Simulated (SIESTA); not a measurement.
The system is TiO2.

```
Ti O
1.0
     6.15358   -1.88347    0.00000
     6.15358    1.88347    0.00000
    -1.92833    0.00000    6.32897
Ti O
4 8
Direct
  0.90007 0.90007 0.28960
  0.19529 0.19529 0.28376
  0.09993 0.09993 0.71040
  0.80471 0.80471 0.71624
  0.36193 0.36193 0.29340
  0.26349 0.26349 0.65250
  0.86719 0.86719 0.99529
  0.73651 0.73651 0.34750
  0.94165 0.94165 0.63002
  0.13281 0.13281 0.00471
  0.63807 0.63807 0.70660
  0.05835 0.05835 0.36998
```

The cell comes from a database or a generator and needn't be the stable form of this composition.

Base run:

| Item | Value |
| --- | --- |
| Program | SIESTA 5.4.2 |
| Functional | PBE |
| Potentials or basis | PseudoDojo 0.4 standard (PBE files) |
| Basis | DZP (energy shift 0.003 Ry; two zetas on semicore shells) |
| Grid cutoff | 800 Ry |
| Energy shift | 0.003 Ry |
| k mesh | 8 × 8 × 4 |
| Occupations | fermi-dirac, width 0.05 eV |
| Spin | no spin polarisation |

Its results: band gap on the k mesh 2.64 eV, indirect (least direct gap 2.80 eV); pressure 1.5 GPa; largest force 0.179 eV/Å.

Problem. The run is repeated on the same cell with these changes: functional from PBE to LDA; potentials or basis from PseudoDojo 0.4 standard (PBE files) to PseudoDojo 0.4 standard (LDA files). What comes out?

Solution. Band gap on the k mesh 2.58 eV, indirect (least direct gap 2.74 eV); pressure -8.7 GPa; largest force 0.231 eV/Å.

Caveats: the basis of atomic orbitals isn't converged, which shifts pressures, moduli and gaps.
